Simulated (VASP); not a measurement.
VASP 6.6.1 run: SiC

INCAR

```
ALGO = Normal
LWAVE = .FALSE.
NELM = 97
METAGGA = R2SCAN
ISIF = 2
EDIFF = 1E-7
LREAL = .FALSE.
ENCUT = 520
NSW = 0
SIGMA = 0.01
PREC = Low
IBRION = -1
NBANDS = 11
ISMEAR = 0
LASPH = .TRUE.
LCHARG = .FALSE.
```

KPOINTS

```
KPOINTS created by Atomic Simulation Environment
0
Gamma
10 10 10
0 0 0
```

POSCAR

```
Si C
 1.0000000000000000
     0.0000000000000000    2.0909302570000001    2.0909302570000001
     2.0909302570000001    0.0000000000000000    2.0909302570000001
     2.0909302570000001    2.0909302570000001    0.0000000000000000
 Si  C
   1   1
Cartesian
  0.0000000000000000  0.0000000000000000  0.0000000000000000
  1.0454651285000001  1.0454651285000001  1.0454651285000001
```

The recommended PBE PAW datasets give the neutral cell 8 valence electrons.

Command

```
mpirun -np 1 vasp_std
```

Q: Predict the outcome of this run.

A: It converged. Results: gap between bands v and c on the k mesh 1.64 eV; least direct gap on the k mesh 5.21 eV; pressure 35.1 GPa. Band v is the last that the valence electrons fill when counted band by band, and c is the next.

OSZICAR

```
N       E                     dE             d eps       ncg     rms          rms(c)
DAV:   1    -0.249854795457E+01   -0.24985E+01   -0.42505E+03  1122   0.638E+02
DAV:   2    -0.218683357607E+02   -0.19370E+02   -0.18638E+02  1328   0.116E+02
DAV:   3    -0.223397945136E+02   -0.47146E+00   -0.47075E+00  1253   0.144E+01
DAV:   4    -0.223413144639E+02   -0.15200E-02   -0.15199E-02  1200   0.105E+00
DAV:   5    -0.223413202375E+02   -0.57735E-05   -0.57735E-05  1266   0.597E-02    0.107E+01
DAV:   6    -0.190826215744E+02    0.32587E+01   -0.52194E+00  1142   0.114E+01    0.607E+00
DAV:   7    -0.190815807434E+02    0.10408E-02   -0.68967E-01  1242   0.485E+00    0.276E+00
DAV:   8    -0.190927089959E+02   -0.11128E-01   -0.21216E-02  1124   0.115E+00    0.279E-01
DAV:   9    -0.190931179484E+02   -0.40895E-03   -0.45122E-04  1366   0.184E-01    0.181E-01
DAV:  10    -0.190931705102E+02   -0.52562E-04   -0.59987E-05  1145   0.735E-02    0.136E-02
DAV:  11    -0.190931711330E+02   -0.62273E-06   -0.14079E-06  1284   0.689E-03    0.400E-03
DAV:  12    -0.190931707930E+02    0.33993E-06   -0.21190E-07  1157   0.399E-03    0.628E-04
DAV:  13    -0.190931708095E+02   -0.16425E-07   -0.29323E-08   718   0.104E-03
   1 F= -.19093171E+02 E0= -.19093171E+02  d E =-.225624E-71
```

For comparison, a separate r²SCAN run of the intended cell, on usual settings and not on those above, gives a gap of 1.64 eV on its mesh and a pressure of 34.9 GPa.
